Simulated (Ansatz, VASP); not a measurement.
# Two plane-wave programs on AlN

```
CELL_PARAMETERS angstrom
2.99600 0.00000 0.00000
-1.49800 2.59461 0.00000
0.00000 0.00000 5.33910
ATOMIC_POSITIONS crystal
Al 0.33333 0.66667 0.00881
Al 0.66667 0.33333 0.50881
N 0.33333 0.66667 0.37619
N 0.66667 0.33333 0.87619
```

Alike in both runs: functional LDA; k mesh 9 × 9 × 6; occupations gaussian, width 0.05 eV; no spin polarisation.

Ansatz relaxed the structure, and its values are those at the end. VASP's run is a single point on that final structure, the one shown.

```csv
,VASP,Ansatz
version,VASP 6.6.1,Ansatz 0.2.0
potentials or method,"VASP PAW LDA potentials, release 64 (Al, N)","scalar-relativistic, plane waves, PAW"
plane-wave cutoff (eV),520,520
valence electrons in the cell,16,16
```

Ansatz gave:

- gap on the k mesh at the Fermi level (eV): 3.75
- least direct gap on the mesh (eV): 3.75
- pressure (GPa): -2.1
- rms of the force components (eV/Å): 0.000

Question: Estimate VASP's values.

Answer: gap on the k mesh at the Fermi level (eV): 3.76; least direct gap on the mesh (eV): 3.76; pressure (GPa): -1.5; rms of the force components (eV/Å): 0.014.

Ansatz warned: «pseudo_functional_mismatch».

Caveats: an odd mesh through Γ misses points on the zone boundary, where band edges often lie. As with any semilocal functional, this LDA gap is likely too small.
